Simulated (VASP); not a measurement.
Wanted: the native input for a VASP 6.6.1 run.

```
Task                   : relaxation of cell and atoms
Functional             : LDA
Potentials or basis    : VASP PAW LDA potentials, release 64 (Sr_sv, Ti_sv, O)
Cutoff                 : 600 eV
k mesh                 : 8 × 8 × 8
Occupations            : gaussian, width 0.03 eV
Spin                   : no spin polarisation
Further INCAR settings : ALGO = Normal; EDIFF = 1e-07; IBRION = 2; EDIFFG = -0.005; NSW = 90; ISIF = 3
```

The structure of SrTiO3 lies in POSCAR:

```
SrTiO3                                  
1.0
    3.8601041381     -0.0000000000      0.0000000000
    0.0000000000      3.8601041381      0.0000000000
   -0.0000000000     -0.0000000000      3.8601041381
  Sr              Ti              O             
     1     1     3
Direct
     0.5000000000000000    0.5000000000000000    0.5000000000000000
     0.0000000000000000    0.0000000000000000    0.0000000000000000
     0.5000000000000000    0.0000000000000000    0.0000000000000000
     0.0000000000000000    0.5000000000000000    0.0000000000000000
     0.0000000000000000    0.0000000000000000    0.5000000000000000
```

The cell was built by a generator and needn't be a form met in nature.

These files were run (other wordings do the same):

INCAR

```
SYSTEM = SrTiO3
PREC = Accurate ; ENCUT = 600
EDIFF = 1E-7 ; ISMEAR = 0
SIGMA = 0.03 ; LREAL = .FALSE.
LASPH = .TRUE. ; NELM = 80
ALGO = Normal ; ISIF = 3
LWAVE = .FALSE. ; LCHARG = .FALSE.
GGA = CA ; IBRION = 2
NSW = 90 ; EDIFFG = -0.005
```

KPOINTS

```
Automatic mesh
0
G
  8 8 8
  0 0 0
```

Potentials or basis: VASP PAW LDA potentials, release 64 (Sr_sv, Ti_sv, O).

The run is started by

```bash
$ cat potpaw_LDA.64/Sr_sv/POTCAR potpaw_LDA.64/Ti_sv/POTCAR potpaw_LDA.64/O/POTCAR > POTCAR
$ mpirun -np 1 vasp_std > vasp.out
```

Results of the run:

```
Pressure after relaxing : 0.0 GPa
Band gap on the k mesh  : 1.81 eV, indirect (least direct gap 2.15 eV)
```

Caveat: the relaxation stopped at its first step, so nothing moved.

It took 19 s on 1 thread of Intel(R) Xeon(R) 6975P-C (Granite Rapids) (shared host), peak memory 0.19 GiB.
